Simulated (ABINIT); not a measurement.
The system is TiC.

```xyz
2
Lattice="0.0000 2.1657 2.1657 2.1657 0.0000 2.1657 2.1657 2.1657 0.0000" Properties=species:S:1:pos:R:3 pbc="T T T"
Ti    0.0000    0.0000    0.0000
C     2.1657    2.1657    2.1657
```

The cell is a database's computed one.

```yaml
Program: ABINIT 10.8.3 (patched build)
Task: relaxation of cell and atoms
Functional: LDA
Potentials_or_basis: PseudoDojo NC SR LDA v0.4.1 standard
Cutoff: 1143 eV
k_mesh: 8 × 8 × 8
Occupations: fermi-dirac, width 0.05 eV
Spin: no spin polarisation
```

At the start: pressure -12.2 GPa; volume 10.16 Å³/atom.

Q: Where does the relaxation end?

A: Over 4 steps the energy falls by 18.9 meV/atom and the volume is 9.68 Å³/atom (-4.7 %); space group Fm-3m (No. 225, to 0.05 Å).

Step by step:
```
step  energy change (eV)  largest force (eV/Å)  pressure (GPa)  volume (Å³)
   1              0.0000                0.0000          -12.25        20.32
   2             -0.0360                0.0000           -2.79        19.56
   3             -0.0377                0.0000            0.16        19.36
   4             -0.0377                0.0000            0.00        19.37
```

Final structure:
```cif
data_structure
_symmetry_space_group_name_H-M 'P 1'
_symmetry_Int_Tables_number 1
_cell_length_a 3.0144
_cell_length_b 3.0144
_cell_length_c 3.0144
_cell_angle_alpha 60.000
_cell_angle_beta 60.000
_cell_angle_gamma 60.000
_cell_volume 19.37
loop_
_atom_site_label
_atom_site_type_symbol
_atom_site_fract_x
_atom_site_fract_y
_atom_site_fract_z
_atom_site_occupancy
Ti1 Ti 0.00000 0.00000 0.00000 1
C1 C 0.50000 0.50000 0.50000 1
```
